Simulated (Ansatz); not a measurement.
Born–Oppenheimer molecular dynamics of a periodic cell of 21 atoms, Ti4Pb5O12 (host TiPbO3, host structure Pm-3m, interstitial Pb). It starts from a relaxed structure.

All numbers below come from DFT PBEsol, scalar-relativistic, plane waves, PAW (Ansatz). Settings: accuracy low, cutoff 420 eV, k mesh 2x2x2, fermi-dirac smearing 0.02 eV, no spin polarisation.

```yaml
ensemble: NVE (velocity Verlet)
time_step: 1 fs
steps_asked: 40
starting_velocities_drawn_for: 1800 K
seed: 856987
```

Frames 1 fs apart, positions in Å, forces in eV/Å.

Velocities at 20.0 fs (Å/ps):

```
Ti -0.39 -3.96 -0.18
Pb -1.99 -2.75 1.43
O 18.25 -1.07 -8.86
O -5.85 4.29 -1.15
O 5.79 0.94 2.83
Ti 0.16 5.87 1.14
Pb -1.65 2.53 2.73
O 1.83 9.72 -0.93
O -3.21 -3.06 -2.37
O 1.05 3.76 -2.70
Ti 0.73 -5.33 -0.46
Pb -0.39 1.51 1.80
O 1.98 -5.15 -8.56
O 3.91 -4.61 -2.47
O 1.43 -5.21 -3.01
Ti 2.31 6.70 -4.03
Pb -4.81 -2.63 -4.13
O -1.09 -2.39 2.40
O 13.23 4.18 -7.13
O -0.54 -1.32 -4.68
Pb 5.35 0.58 1.81
```

```xyz
21
Lattice="-3.9646 3.9646 3.9646 3.9646 -3.9646 3.9646 3.9646 3.9646 -3.9646" Properties=species:S:1:pos:R:3:forces:R:3 time_fs=20.0 energy_less_start_eV=2.124 T=979
Ti 1.889 1.980 1.959 1.48 -0.64 -0.94
Pb 0.008 -0.010 0.026 0.44 -0.01 -0.43
O -0.085 1.768 1.668 2.54 -0.13 -0.03
O 2.088 0.162 1.724 -0.83 -0.63 -0.51
O 1.824 2.357 -0.163 0.78 -0.25 0.85
Ti 1.924 2.289 -2.051 -0.50 -1.70 0.45
Pb 0.260 0.087 4.302 0.31 -0.86 0.32
O 3.858 -1.882 2.209 0.22 -0.79 -1.28
O -1.948 4.093 1.986 -0.16 -1.03 0.20
O 2.107 1.831 3.853 0.05 0.50 -0.47
Ti 1.889 -2.078 1.950 1.72 1.17 -0.49
Pb -0.009 4.038 0.097 -0.25 0.03 -0.96
O 3.930 1.992 -2.197 -0.37 2.07 -1.20
O 1.700 4.041 1.961 0.78 -1.08 0.96
O -2.142 1.536 3.792 0.25 1.16 0.40
Ti -1.858 2.052 1.858 -3.31 0.11 -0.12
Pb 3.791 -1.290 -0.170 0.14 1.97 1.72
O 4.081 2.084 1.852 -1.10 1.31 2.06
O 1.960 4.018 -2.353 -0.14 0.91 -0.53
O 2.107 -1.708 3.888 -0.94 -0.17 -0.20
Pb 3.926 1.327 -0.116 -1.10 -1.96 0.19
21
Lattice="-3.9646 3.9646 3.9646 3.9646 -3.9646 3.9646 3.9646 3.9646 -3.9646" Properties=species:S:1:pos:R:3:forces:R:3 time_fs=21.0 energy_less_start_eV=2.097 T=990
Ti 1.888 1.976 1.958 1.52 -0.60 -0.93
Pb 0.006 -0.013 0.028 0.45 -0.01 -0.43
O -0.066 1.767 1.659 2.11 -0.06 0.02
O 2.082 0.166 1.723 -0.75 -0.74 -0.52
O 1.830 2.358 -0.160 0.78 -0.24 0.72
Ti 1.924 2.294 -2.050 -0.49 -1.69 0.47
Pb 0.259 0.090 4.305 0.29 -0.90 0.30
O 3.860 -1.873 2.208 0.22 -0.77 -1.29
O -1.951 4.090 1.984 -0.15 -0.97 0.18
O 2.108 1.834 3.850 0.00 0.49 -0.43
Ti 1.889 -2.083 1.949 1.70 1.15 -0.50
Pb -0.009 4.040 0.099 -0.24 0.02 -0.97
O 3.932 1.987 -2.206 -0.38 2.05 -1.11
O 1.704 4.036 1.959 0.78 -0.98 0.96
O -2.140 1.531 3.789 0.22 1.14 0.40
Ti -1.856 2.059 1.854 -3.07 0.05 -0.09
Pb 3.787 -1.292 -0.174 0.18 2.04 1.70
O 4.079 2.082 1.855 -0.99 1.28 2.01
O 1.973 4.022 -2.360 -0.17 0.86 -0.50
O 2.106 -1.709 3.884 -0.87 -0.15 -0.14
Pb 3.931 1.328 -0.114 -1.13 -1.96 0.13
21
Lattice="-3.9646 3.9646 3.9646 3.9646 -3.9646 3.9646 3.9646 3.9646 -3.9646" Properties=species:S:1:pos:R:3:forces:R:3 time_fs=22.0 energy_less_start_eV=2.063 T=1003
Ti 1.889 1.972 1.958 1.56 -0.55 -0.93
Pb 0.004 -0.015 0.029 0.46 -0.01 -0.43
O -0.046 1.766 1.650 1.66 0.03 0.08
O 2.076 0.170 1.722 -0.67 -0.87 -0.54
O 1.837 2.359 -0.157 0.79 -0.22 0.58
Ti 1.924 2.300 -2.049 -0.46 -1.67 0.48
Pb 0.257 0.092 4.307 0.26 -0.95 0.27
O 3.862 -1.863 2.206 0.21 -0.74 -1.29
O -1.954 4.086 1.982 -0.12 -0.91 0.17
O 2.110 1.839 3.847 -0.05 0.48 -0.38
Ti 1.891 -2.088 1.949 1.66 1.12 -0.50
Pb -0.010 4.041 0.100 -0.22 0.01 -0.98
O 3.934 1.984 -2.216 -0.40 2.01 -1.00
O 1.708 4.030 1.957 0.78 -0.86 0.96
O -2.139 1.527 3.787 0.19 1.12 0.40
Ti -1.855 2.066 1.849 -2.84 -0.01 -0.06
Pb 3.782 -1.295 -0.178 0.21 2.10 1.68
O 4.077 2.081 1.859 -0.88 1.24 1.94
O 1.986 4.027 -2.368 -0.20 0.78 -0.46
O 2.105 -1.710 3.879 -0.79 -0.14 -0.08
Pb 3.936 1.328 -0.112 -1.15 -1.95 0.09
21
Lattice="-3.9646 3.9646 3.9646 3.9646 -3.9646 3.9646 3.9646 3.9646 -3.9646" Properties=species:S:1:pos:R:3:forces:R:3 time_fs=23.0 energy_less_start_eV=2.025 T=1017
Ti 1.889 1.968 1.957 1.62 -0.50 -0.92
Pb 0.002 -0.018 0.031 0.46 -0.02 -0.42
O -0.025 1.765 1.642 1.20 0.11 0.14
O 2.069 0.173 1.720 -0.57 -1.00 -0.55
O 1.844 2.359 -0.153 0.79 -0.20 0.43
Ti 1.924 2.305 -2.047 -0.43 -1.62 0.50
Pb 0.256 0.095 4.310 0.23 -1.00 0.25
O 3.864 -1.855 2.203 0.21 -0.72 -1.29
O -1.958 4.081 1.980 -0.10 -0.84 0.16
O 2.111 1.843 3.844 -0.11 0.46 -0.31
Ti 1.892 -2.093 1.948 1.61 1.08 -0.51
Pb -0.010 4.043 0.102 -0.20 0.01 -0.99
O 3.935 1.982 -2.226 -0.41 1.96 -0.89
O 1.714 4.024 1.956 0.77 -0.72 0.95
O -2.137 1.524 3.784 0.16 1.09 0.40
Ti -1.854 2.073 1.845 -2.61 -0.09 -0.04
Pb 3.777 -1.297 -0.181 0.25 2.16 1.64
O 4.075 2.080 1.865 -0.77 1.19 1.85
O 1.999 4.032 -2.376 -0.24 0.69 -0.42
O 2.103 -1.712 3.874 -0.70 -0.12 -0.02
Pb 3.942 1.329 -0.110 -1.17 -1.94 0.04
21
Lattice="-3.9646 3.9646 3.9646 3.9646 -3.9646 3.9646 3.9646 3.9646 -3.9646" Properties=species:S:1:pos:R:3:forces:R:3 time_fs=24.0 energy_less_start_eV=1.989 T=1031
Ti 1.890 1.963 1.956 1.69 -0.43 -0.90
Pb 0.000 -0.021 0.032 0.47 -0.03 -0.42
O -0.003 1.764 1.633 0.74 0.20 0.19
O 2.061 0.175 1.717 -0.47 -1.14 -0.56
O 1.851 2.360 -0.149 0.79 -0.18 0.28
Ti 1.924 2.309 -2.046 -0.39 -1.56 0.50
Pb 0.254 0.097 4.313 0.20 -1.06 0.22
O 3.866 -1.847 2.199 0.21 -0.69 -1.29
O -1.961 4.076 1.978 -0.06 -0.75 0.16
O 2.111 1.848 3.841 -0.17 0.44 -0.24
Ti 1.894 -2.097 1.947 1.55 1.03 -0.51
Pb -0.011 4.044 0.103 -0.17 0.01 -0.99
O 3.936 1.981 -2.237 -0.41 1.90 -0.78
O 1.719 4.018 1.956 0.75 -0.57 0.93
O -2.135 1.521 3.782 0.12 1.06 0.41
Ti -1.854 2.079 1.841 -2.40 -0.18 -0.02
Pb 3.772 -1.299 -0.185 0.30 2.22 1.59
O 4.072 2.081 1.871 -0.66 1.14 1.74
O 2.012 4.038 -2.384 -0.28 0.59 -0.36
O 2.101 -1.714 3.869 -0.60 -0.09 0.04
Pb 3.947 1.329 -0.108 -1.19 -1.91 0.01
21
Lattice="-3.9646 3.9646 3.9646 3.9646 -3.9646 3.9646 3.9646 3.9646 -3.9646" Properties=species:S:1:pos:R:3:forces:R:3 time_fs=25.0 energy_less_start_eV=1.957 T=1043
Ti 1.891 1.959 1.955 1.76 -0.37 -0.88
Pb -0.002 -0.024 0.033 0.48 -0.04 -0.41
O 0.020 1.763 1.624 0.28 0.29 0.24
O 2.054 0.177 1.715 -0.36 -1.29 -0.56
O 1.859 2.360 -0.144 0.78 -0.15 0.11
Ti 1.923 2.314 -2.044 -0.35 -1.49 0.51
Pb 0.252 0.099 4.316 0.17 -1.11 0.19
O 3.869 -1.839 2.195 0.21 -0.66 -1.28
O -1.965 4.071 1.976 -0.03 -0.65 0.15
O 2.112 1.853 3.837 -0.24 0.42 -0.16
Ti 1.896 -2.102 1.946 1.47 0.99 -0.52
Pb -0.011 4.046 0.105 -0.15 0.01 -0.99
O 3.937 1.981 -2.248 -0.41 1.83 -0.65
O 1.725 4.011 1.956 0.73 -0.41 0.91
O -2.133 1.518 3.780 0.09 1.03 0.42
Ti -1.854 2.086 1.837 -2.20 -0.28 0.00
Pb 3.767 -1.302 -0.189 0.35 2.29 1.54
O 4.068 2.082 1.879 -0.55 1.08 1.61
O 2.025 4.045 -2.392 -0.33 0.47 -0.30
O 2.098 -1.715 3.864 -0.50 -0.06 0.10
Pb 3.952 1.329 -0.107 -1.20 -1.89 -0.01
21
Lattice="-3.9646 3.9646 3.9646 3.9646 -3.9646 3.9646 3.9646 3.9646 -3.9646" Properties=species:S:1:pos:R:3:forces:R:3 time_fs=26.0 energy_less_start_eV=1.934 T=1052
Ti 1.892 1.954 1.954 1.85 -0.29 -0.85
Pb -0.003 -0.026 0.035 0.49 -0.05 -0.41
O 0.043 1.762 1.616 -0.19 0.38 0.29
O 2.046 0.178 1.712 -0.24 -1.44 -0.56
O 1.867 2.360 -0.140 0.77 -0.12 -0.06
Ti 1.923 2.318 -2.043 -0.30 -1.40 0.50
Pb 0.251 0.102 4.319 0.14 -1.16 0.16
O 3.871 -1.832 2.189 0.22 -0.64 -1.27
O -1.968 4.065 1.974 0.01 -0.55 0.15
O 2.113 1.858 3.833 -0.31 0.38 -0.07
Ti 1.899 -2.106 1.945 1.39 0.94 -0.54
Pb -0.011 4.047 0.107 -0.12 0.01 -0.99
O 3.938 1.983 -2.260 -0.41 1.75 -0.52
O 1.732 4.004 1.957 0.71 -0.23 0.89
O -2.131 1.517 3.779 0.04 0.99 0.44
Ti -1.855 2.092 1.833 -2.02 -0.39 0.02
Pb 3.763 -1.304 -0.193 0.40 2.35 1.48
O 4.065 2.083 1.887 -0.44 1.02 1.46
O 2.037 4.051 -2.401 -0.38 0.35 -0.23
O 2.095 -1.717 3.859 -0.38 -0.03 0.16
Pb 3.957 1.329 -0.105 -1.22 -1.86 -0.03
21
Lattice="-3.9646 3.9646 3.9646 3.9646 -3.9646 3.9646 3.9646 3.9646 -3.9646" Properties=species:S:1:pos:R:3:forces:R:3 time_fs=27.0 energy_less_start_eV=1.920 T=1058
Ti 1.894 1.950 1.953 1.95 -0.22 -0.82
Pb -0.005 -0.029 0.036 0.50 -0.07 -0.41
O 0.065 1.762 1.607 -0.65 0.47 0.32
O 2.038 0.178 1.708 -0.13 -1.60 -0.56
O 1.876 2.361 -0.136 0.75 -0.08 -0.24
Ti 1.923 2.322 -2.041 -0.24 -1.29 0.48
Pb 0.249 0.104 4.321 0.11 -1.21 0.13
O 3.874 -1.825 2.183 0.23 -0.63 -1.25
O -1.972 4.059 1.972 0.05 -0.43 0.15
O 2.114 1.864 3.829 -0.38 0.34 0.03
Ti 1.902 -2.110 1.944 1.29 0.91 -0.55
Pb -0.012 4.049 0.108 -0.09 0.01 -0.98
O 3.938 1.985 -2.272 -0.41 1.66 -0.39
O 1.738 3.997 1.958 0.69 -0.06 0.86
O -2.129 1.516 3.777 -0.01 0.94 0.46
Ti -1.856 2.099 1.829 -1.86 -0.51 0.03
Pb 3.758 -1.306 -0.197 0.46 2.42 1.41
O 4.061 2.085 1.897 -0.33 0.95 1.30
O 2.049 4.058 -2.409 -0.44 0.22 -0.16
O 2.092 -1.719 3.855 -0.26 0.01 0.22
Pb 3.962 1.329 -0.103 -1.23 -1.83 -0.05
21
Lattice="-3.9646 3.9646 3.9646 3.9646 -3.9646 3.9646 3.9646 3.9646 -3.9646" Properties=species:S:1:pos:R:3:forces:R:3 time_fs=28.0 energy_less_start_eV=1.918 T=1058
Ti 1.896 1.945 1.951 2.05 -0.14 -0.78
Pb -0.007 -0.032 0.037 0.50 -0.08 -0.41
O 0.087 1.762 1.599 -1.09 0.56 0.34
O 2.030 0.177 1.705 -0.01 -1.74 -0.55
O 1.886 2.361 -0.132 0.72 -0.05 -0.41
Ti 1.922 2.325 -2.039 -0.19 -1.18 0.46
Pb 0.247 0.106 4.324 0.08 -1.26 0.10
O 3.877 -1.818 2.177 0.26 -0.61 -1.22
O -1.975 4.053 1.971 0.10 -0.31 0.15
O 2.114 1.869 3.826 -0.44 0.29 0.14
Ti 1.905 -2.113 1.943 1.18 0.87 -0.57
Pb -0.012 4.050 0.110 -0.06 0.02 -0.98
O 3.938 1.988 -2.284 -0.41 1.56 -0.25
O 1.746 3.990 1.960 0.66 0.12 0.82
O -2.127 1.516 3.776 -0.06 0.89 0.48
Ti -1.857 2.106 1.825 -1.71 -0.63 0.04
Pb 3.753 -1.308 -0.200 0.52 2.48 1.34
O 4.056 2.088 1.907 -0.23 0.87 1.13
O 2.061 4.065 -2.418 -0.50 0.09 -0.08
O 2.089 -1.720 3.850 -0.14 0.05 0.28
Pb 3.967 1.329 -0.101 -1.24 -1.80 -0.06
21
Lattice="-3.9646 3.9646 3.9646 3.9646 -3.9646 3.9646 3.9646 3.9646 -3.9646" Properties=species:S:1:pos:R:3:forces:R:3 time_fs=29.0 energy_less_start_eV=1.928 T=1055
Ti 1.899 1.940 1.950 2.15 -0.08 -0.73
Pb -0.009 -0.035 0.038 0.51 -0.10 -0.41
O 0.109 1.762 1.591 -1.52 0.65 0.35
O 2.022 0.176 1.701 0.11 -1.87 -0.54
O 1.895 2.361 -0.128 0.69 -0.01 -0.58
Ti 1.922 2.329 -2.037 -0.13 -1.06 0.44
Pb 0.246 0.108 4.327 0.04 -1.31 0.07
O 3.880 -1.812 2.169 0.30 -0.60 -1.19
O -1.979 4.046 1.969 0.15 -0.18 0.15
O 2.114 1.875 3.822 -0.51 0.24 0.25
Ti 1.908 -2.117 1.942 1.07 0.84 -0.58
Pb -0.013 4.052 0.111 -0.03 0.04 -0.97
O 3.938 1.993 -2.296 -0.40 1.46 -0.11
O 1.753 3.982 1.962 0.64 0.30 0.79
O -2.125 1.516 3.775 -0.12 0.83 0.51
Ti -1.859 2.112 1.821 -1.58 -0.75 0.06
Pb 3.748 -1.309 -0.204 0.59 2.54 1.27
O 4.052 2.091 1.918 -0.12 0.80 0.95
O 2.073 4.072 -2.427 -0.56 -0.03 0.01
O 2.085 -1.722 3.846 -0.01 0.09 0.34
Pb 3.972 1.329 -0.099 -1.25 -1.78 -0.06
```

Of the whole run (40 fs, mean temperature of the second half 1004 K): The conserved energy stayed within 0.17 meV per atom of its start (net change 0.1 meV per atom), so the integration is sound. A run of 0.04 ps of so small a system gives no equilibrium averages. Limits of this set-up: coarse k mesh, low accuracy level.

Run time: 8.2 min on 2 threads of AMD EPYC 7571, with other jobs on the host, peak memory 0.92 GiB.
